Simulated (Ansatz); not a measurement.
This Se structure is the end of a relaxation. The cell was found from a structure generator's guess, not taken from experiment.

Theory: Ansatz, DFT PBE, scalar-relativistic, plane waves, PAW. Cutoff 420 eV, Γ-centred mesh, Gaussian smearing, no spin polarisation.

```xyz
1
Lattice="2.6345 0.0000 0.0000 0.0000 2.6345 0.0000 0.0000 0.0000 4.3376" Properties=species:S:1:pos:R:3 pbc="T T T"
Se    0.0000    0.0000    2.1688
```

Energies count from the standard state of Se at the same level.

Problem. Find its symmetry and describe it.

Solution. P4/mmm (No. 123). Conventional cell: a = 2.635 Å, c = 4.338 Å. Se is surrounded by 4 Se at 2.63 Å.

Problem. How far does it lie from the standard state of Se?

Solution. +0.21 eV/atom. So it is a metastable form at best.

Problem. Is it a metal?

Solution. Yes, bands cross the Fermi level on the 20×20×14 mesh.

The last run used a 20×20×14 mesh (in the run's order of axes) for its 1-atom cell and Gaussian smearing of 0.10 eV. Weakly bound directions are ill-defined at this level, which has no dispersion term. The reference form of Se is held partly by dispersion forces, which this level lacks. A structure relaxed within its symmetry needn't be a true minimum. Another cell of Se relaxed alike, in P4/nmm, lies 32 meV/atom lower, so this cell isn't the stable form at this level.
